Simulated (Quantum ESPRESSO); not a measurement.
SiC (Moissanite):

```xyz
4
Lattice="3.0760 0.0000 0.0000 -1.5380 2.6639 0.0000 0.0000 0.0000 5.0480" Properties=species:S:1:pos:R:3 pbc="T T T"
Si    1.5380    0.8880    2.5240
Si    0.0000    1.7759    0.0000
C     1.5380    0.8880    4.4675
C     0.0000    1.7759    1.9435
```

```yaml
Program: Quantum ESPRESSO 7.5
Task: phonon dispersion
Functional: PBE
Potentials_or_basis: PseudoDojo 0.4.1 SR PBE standard
Cutoff: 1116 eV
Density_cutoff: 4463 eV
k_mesh: 4 × 4 × 2, shifted
Occupations: fermi-dirac, width 0.05 eV
Spin: no spin polarisation
Mixing_beta: 0.5
Most_SCF_iterations: 120
SCF_threshold: 8e-10 Ry
q_mesh: 2 × 2 × 2
```

The cell and the atoms were relaxed first, to 10.50 Å³/atom (a = 3.096 Å, b = 3.096 Å, c = 5.059 Å, α = 90.00°, β = 90.00°, γ = 120.00°), and the response was taken there.

```
Si C
1.0
     3.09633    0.00000    0.00000
    -1.54816    2.68150    0.00000
     0.00000    0.00000    5.05904
Si C
2 2
Cartesian
  1.5482 0.8938 2.5511
  0.0000 1.7877 0.0216
  1.5482 0.8938 4.4557
  0.0000 1.7877 1.9262
```

The first run showed a gap, so the response started from a second, tighter run with fixed occupations.

Is this structure dynamically stable at this level, and how far does the spectrum reach?

Yes, as far as this q mesh shows: no mode on the path is imaginary. The highest frequency is 933 cm⁻¹.

Phonon frequencies at the corners of the path (cm⁻¹, interpolated; i marks imaginary ones):
```
point                                      frequencies
    Γ        0 0 0 258 258 582 749 750 750 783 815 931
    M  259 340 362 433 537 548 731 740 752 761 821 840
    K  386 386 411 477 496 496 721 721 789 791 797 797
    A  194 194 194 194 395 395 761 761 761 761 895 895
    L  322 322 323 323 596 596 739 739 764 764 815 815
    H  291 291 469 469 571 571 741 741 771 771 779 779
```

Harmonic thermodynamics per atom at this volume (zero-point energy 107.2 meV, Debye temperature from the second moment 1145 K):
```
 T (K)  free energy (meV)  entropy (k_B)  heat capacity Cv (k_B)
    50              107.2           0.01                    0.03
   100              107.0           0.10                    0.29
   200              104.5           0.52                    1.03
298.15               97.8           1.06                    1.66
   500               69.9           2.11                    2.36
   800               -1.1           3.32                    2.72
```

Phonon states per cell in windows of 50 cm⁻¹ (negative: imaginary):
```csv
from (cm⁻¹),total,Si,C
0,0.00,0.00,0.00
50,0.02,0.01,0.01
100,0.08,0.06,0.02
150,0.18,0.13,0.05
200,0.38,0.28,0.10
250,0.96,0.74,0.22
300,1.11,0.89,0.23
350,0.86,0.70,0.16
400,0.68,0.57,0.11
450,0.37,0.31,0.06
500,0.71,0.64,0.08
550,0.65,0.62,0.04
600,0.00,0.00,0.00
650,0.00,0.00,0.00
700,1.55,0.27,1.27
750,2.38,0.51,1.87
800,1.26,0.12,1.15
850,0.48,0.10,0.39
900,0.14,0.04,0.10
```

A q mesh this small can miss soft modes between its points.

Caveat: the k mesh is coarse (spacing up to 0.62 Å⁻¹), so the values aren't converged.
